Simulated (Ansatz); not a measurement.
Cu Kα1 powder pattern (kinematic, no thermal factors).
| 2θ (°) | relative intensity |
| --- | --- |
| 19.58 | 7 |
| 27.68 | 100 |
| 27.98 | 52 |
| 32.38 | 6 |
| 36.41 | 20 |
| 39.77 | 75 |
| 42.50 | 16 |
| 44.51 | 7 |
| 46.53 | 20 |
| 49.51 | 7 |
| 51.66 | 18 |
| 52.35 | 2 |
| 56.77 | 2 |
| 57.18 | 10 |
| 57.83 | 7 |
| 58.80 | 2 |
| 60.32 | 7 |
| 61.35 | 3 |
| 64.84 | 14 |
| 65.29 | 17 |
| 65.44 | 3 |
| 67.78 | 9 |
| 68.90 | 7 |
| 69.11 | 3 |
| 70.29 | 6 |
| 74.35 | 6 |
| 75.21 | 4 |
| 75.93 | 10 |
| 76.99 | 4 |
| 77.34 | 1 |
| 82.94 | 2 |
| 84.13 | 2 |
| 85.72 | 7 |
| 86.77 | 2 |
| 87.90 | 1 |
| 88.42 | 5 |
| 88.77 | 2 |

The pattern is computed from a structure relaxed with DFT PBE, scalar-relativistic, plane waves, PAW in Ansatz 0.2.0. No spin polarisation. Its elements are Sn, Te.

Give the structure.

SnTe.
Space group Fmmm (No. 69). a = 6.373 Å, b = 8.501 Å, c = 9.863 Å, α = 90.00°, β = 90.00°, γ = 90.00°
| atom | site | symmetry | x | y | z |
| --- | --- | --- | --- | --- | --- |
| Sn | 8h | m2m | 0.5000 | 0.2390 | 0.0000 |
| Te | 8i | mm2 | 0.5000 | 0.0000 | 0.2233 |

A pattern alone doesn't exclude other cells with like lines; this is the one computed.

The cell was found from a structure generator's guess, not taken from experiment.
